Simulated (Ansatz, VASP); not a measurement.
**ZnS: VASP beside Ansatz**

```xyz
2
Lattice="0.0000 2.7046 2.7046 2.7046 0.0000 2.7046 2.7046 2.7046 0.0000" Properties=species:S:1:pos:R:3 pbc="T T T"
Zn    0.0000    0.0000    0.0000
S     3.9570    4.0570    4.0570
```

Alike in both runs: task single point; functional LDA; k mesh 10 × 10 × 10; occupations gaussian, width 0.02 eV; no spin polarisation.

|  | VASP | Ansatz |
| --- | --- | --- |
| version | VASP 6.6.1 | Ansatz 0.2.0 |
| potentials or method | VASP PAW LDA potentials, release 64 (Zn, S) | scalar-relativistic, plane waves, PAW |
| plane-wave cutoff (eV) | 520 | 420 |
| valence electrons in the cell | 18 | 18 |

|  | VASP | Ansatz | Ansatz less VASP |
| --- | --- | --- | --- |
| gap on the k mesh at the Fermi level (eV) | 1.81 | 1.78 | -0.031 |
| least direct gap on the mesh (eV) | 1.81 | 1.78 | -0.031 |
| pressure (GPa) | -4.2 | -4.4 | -0.20 |
| largest component of the traceless stress (GPa) | 1.82 | 1.78 | -0.041 |
| rms of the force components (eV/Å) | 0.310 | 0.307 | -0.0028 |

Atom by atom the forces differ by 0.003 eV/Å (rms over components).
